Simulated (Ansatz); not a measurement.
**HfN: density of states with PBEsol+U**

The system is HfN.

```
Hf N
1.0
     0.00000    2.45482    2.45482
     2.45482    0.00000    2.45482
     2.45482    2.45482    0.00000
Hf N
1 1
Direct
  0.00000 0.00000 0.00000
  0.25000 0.25000 0.25000
```

The cell comes from a database or a generator and needn't be the stable form of this composition.

```yaml
Program: Ansatz 0.2.0
Task: density of states
Functional: PBEsol
Potentials_or_basis: all-electron LAPW, scalar-relativistic
Cutoff: 392 eV (chosen from the basis error)
Basis_error_allowed: 0.001 eV/atom
k_mesh: 9 × 9 × 9
Occupations: fermi-dirac, width 0.05 eV
Spin: no spin polarisation
Hubbard_terms: Hf d U = 4 eV
```

```json
{"Pressure": "0.6 GPa", "Band gap on the k mesh": "none (metal or under the smearing width)"}
```

Levels at points of the mesh, in eV from the Fermi level:
```csv
k point,band 24,band 25,band 26,band 27,band 28,band 29
"(0.00, 0.00, 0.00)",-5.56,-5.56,-1.16,2.94,2.94,6.44
```

States per cell in windows of 1 eV (zero at the Fermi level; states under -8 eV left out):
| from (eV) | total |
| --- | --- |
| -8.0 | 0.00 |
| -7.0 | 1.49 |
| -6.0 | 2.15 |
| -5.0 | 2.23 |
| -4.0 | 0.13 |
| -3.0 | 0.00 |
| -2.0 | 0.30 |
| -1.0 | 0.70 |
| 0.0 | 0.75 |
| 1.0 | 0.79 |
| 2.0 | 1.70 |
| 3.0 | 1.62 |
| 4.0 | 0.57 |
| 5.0 | 2.75 |
| 6.0 | 2.00 |

Wall time 53 s on 1 thread of Intel(R) Xeon(R) Processor @ 2.50GHz (Skylake/Cascade Lake), on a shared host, peak memory 0.36 GiB.

Caveat: U is the effective U less J, on atomic orbitals that reach past the spheres; U without spin polarisation on a metal has little footing. Spin-orbit coupling is left out, which matters for the levels of Hf.
